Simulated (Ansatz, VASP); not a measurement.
One calculation of SiC, two programs

```
Si C
1.0
     0.00000    2.25015    2.25015
     2.25015    0.00000    2.25015
     2.25015    2.25015    0.00000
Si C
1 1
Direct
  0.00000 0.00000 0.00000
  0.25000 0.25000 0.25000
```

Change from the starting cell: hydrostatic strain +3.3%.

Alike in both runs: task single point; functional PBE; k mesh 10 × 10 × 10; occupations fermi-dirac, width 0.02 eV; no spin polarisation.

|  | VASP | Ansatz |
| --- | --- | --- |
| version | VASP 6.6.1 | Ansatz 0.2.0 |
| potentials or method | VASP PAW PBE potentials, release 64 (Si, C) | plane waves, PAW |
| plane-wave cutoff (eV) | 520 | 420 |
| valence electrons in the cell | 8 | 8 |

|  | VASP | Ansatz | Ansatz less VASP |
| --- | --- | --- | --- |
| gap on the k mesh at the Fermi level (eV) | 1.44 | 1.44 | +0.002 |
| pressure (GPa) | -14.8 | -14.7 | +0.02 |

A k mesh can miss the band edges.
